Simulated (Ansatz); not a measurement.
A series in volume scale on BAs

Results calculated with Ansatz 0.2.0, not measured. Free energy against uniform scaling of the volume at fixed shape and fractions; periodic cell, basis, potentials, k mesh and filling as listed.

The cell before it is scaled or strained (space group F-43m, No. 216):
```
cell vectors (Å)
   0.0000     2.3885     2.3885
   2.3885     0.0000     2.3885
   2.3885     2.3885     0.0000
atoms (fractions of the cell vectors)
B   0.00000  0.00000  0.00000
As  0.25000  0.25000  0.25000
```

Settings of every row: functional PBEsol; dispersion none; potentials PAW; wave cutoff 517.02 eV; density cutoff 2068.1 eV; k mesh 8x8x8; k shift 0x0x0; occupations fixed; smearing width 0 eV; spin none; SCF threshold exponent -9.

```csv
row,volume scale,V (Å³/atom),energy above lowest point (meV/atom)
1,0.9,12.264,62.9
2,0.925,12.604,32.4
3,0.95,12.945,?
4,0.975,13.286,2.1
5,1,13.626,0
6,1.025,13.967,5.2
7,1.05,14.308,16.8
8,1.075,14.648,34.1
9,1.1,14.989,56.3
```

Question: what energy above lowest point should row 3 give?

Worked fit of energy above lowest point. Take u = (V_r/V)^(2/3) − 1 with V_r = 13.796 Å³ an atom, which is twice the finite (Eulerian) strain; such expansions in the strain, on which the Birch-Murnaghan equation of state is built, carry the rest volume and the bulk modulus. The shown rows have u = 0.08163, 0.06209, 0.02543, 0.0083, -0.00818, -0.024, -0.03916, -0.05379. Least squares give energy above lowest point = 1.72 − 314.8 × u + 13033 × u² meV/atom; a straight line predicts inner rows, each left out in turn, worse (root mean square 21 against 0.051 meV/atom). The rows lie off it by 0.0, 0.0, 0.0, 0.0, 0.0, 0.0, 0.1, -0.1. Its lowest point lies at u = 0.0121, or V = 13.55 Å³ an atom, and the curvature there gives the bulk modulus at fixed shape and fractions, B = (4/9)(1 + u)² E″(u)/V = 140 GPa. The withheld row has u = 0.04336, so the fit gives 1.72 − 314.8 × (0.04336) + 13033 × (0.04336)² = 12.6 meV/atom.

The calculation gave 12.5 meV/atom. The fit lies 0.1 meV/atom (0.16 % of the column's range) above it, one unit of the last digit.
